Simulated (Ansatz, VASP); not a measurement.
**Two plane-wave programs on BP**

The input INCAR:

```
SYSTEM = BP
  PREC = Accurate
  ENCUT = 520
  EDIFF = 1E-6
  ISMEAR = 0
  SIGMA = 0.05
  LREAL = .FALSE.
  LASPH = .TRUE.
  NELM = 80
  ALGO = Normal
  ISIF = 2
  LWAVE = .FALSE.
  LCHARG = .FALSE.
  GGA = PE
  NBANDS = 11
```

File KPOINTS:

```
regular mesh
0
G
  10 10 10
  0 0 0
```

The input POSCAR:

```
BP
1.0
    0.0000000000      2.2400395891      2.2059273111
    2.2400395891      0.0000000000      2.2059273111
    2.2400395891      2.2400395891      0.0000000000
B P
1 1
Direct
    0.0000000000      0.0000000000      0.0000000000
    0.7500000000      0.7500000000      0.7500000000
```

Input for Ansatz:

```yaml
crystal:
  lattice:
    - [0.0, 2.2400395891, 2.2059273111]
    - [2.2400395891, 0.0, 2.2059273111]
    - [2.2400395891, 2.2400395891, 0.0]
  atoms:
    - { symbol: B, position: [0.0, 0.0, 0.0] }
    - { symbol: P, position: [0.75, 0.75, 0.75] }
basis:
  ecutwfc: 420
kpoints:
  mp_grid: { grid: [10, 10, 10] }
hamiltonian:
  xc: pbe
scf:
  occupations: { method: gaussian, width: 0.05 }
output:
  forces: true
  stress: true
  eigenvalues: true
```

Change from the starting cell: strain -0.015 along x and y, -0.030 along z, atoms carried along.

Alike in both runs: task single point; functional PBE; k mesh 10 × 10 × 10; occupations gaussian, width 0.05 eV; no spin polarisation.

|  | VASP | Ansatz |
| --- | --- | --- |
| version | VASP 6.6.1 | Ansatz 0.2.0 |
| potentials or method | VASP PAW PBE potentials, release 64 (B, P) | scalar-relativistic, plane waves, PAW |
| plane-wave cutoff (eV) | 520 | 420 |
| valence electrons in the cell | 8 | 8 |

Ansatz gave:

- gap on the k mesh at the Fermi level (eV): 0.93
- least direct gap on the mesh (eV): 3.33
- pressure (GPa): 11.0
- largest component of the traceless stress (GPa): 2.79

Task: What did VASP give for the same quantities?

Result: gap on the k mesh at the Fermi level (eV): 0.93; least direct gap on the mesh (eV): 3.33; pressure (GPa): 10.7; largest component of the traceless stress (GPa): 2.80.

A k mesh can miss the band edges.
